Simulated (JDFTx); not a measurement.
## C: equation of state with PBE

The system is C.

```
CELL_PARAMETERS angstrom
2.12732 -1.22828 0.00000
2.12732 1.22828 0.00000
-1.37907 0.00000 3.50283
ATOMIC_POSITIONS crystal
C 0.16664 0.16664 0.99991
C 0.83336 0.83336 0.00009
```

This is a stacking variant of graphite.

```json
{
 "Program": "JDFTx 1.7.0 (patched build)",
 "Task": "equation of state",
 "Functional": "PBE",
 "Potentials or basis": "PseudoDojo-SR-PBE-0.5-standard",
 "Cutoff": "1116 eV",
 "Density cutoff": "8925 eV",
 "k mesh": "13 × 13 × 8",
 "Occupations": "fermi-dirac, width 0.05 eV",
 "Spin": "no spin polarisation"
}
```

| Quantity | Value |
| --- | --- |
| Equilibrium volume | 9.28 Å³/atom |
| Bulk modulus at fixed shape and positions | 262 GPa |
| Pressure derivative of the bulk modulus | 3.6 |

Energy against volume, from the lowest point:
| volume (Å³/atom) | energy (meV/atom) |
| --- | --- |
| 8.604 | 45.18 |
| 8.787 | 23.20 |
| 8.970 | 8.77 |
| 9.153 | 1.24 |
| 9.336 | 0.00 |
| 9.519 | 4.52 |
| 9.702 | 14.29 |

Caveat: the cell was scaled at fixed shape and fractional positions, which overstates the stiffness of a crystal with free parameters, most of all of layers and chains; this functional lacks dispersion, which binds the layers, so the pressure and a relaxed spacing across them are unreliable.
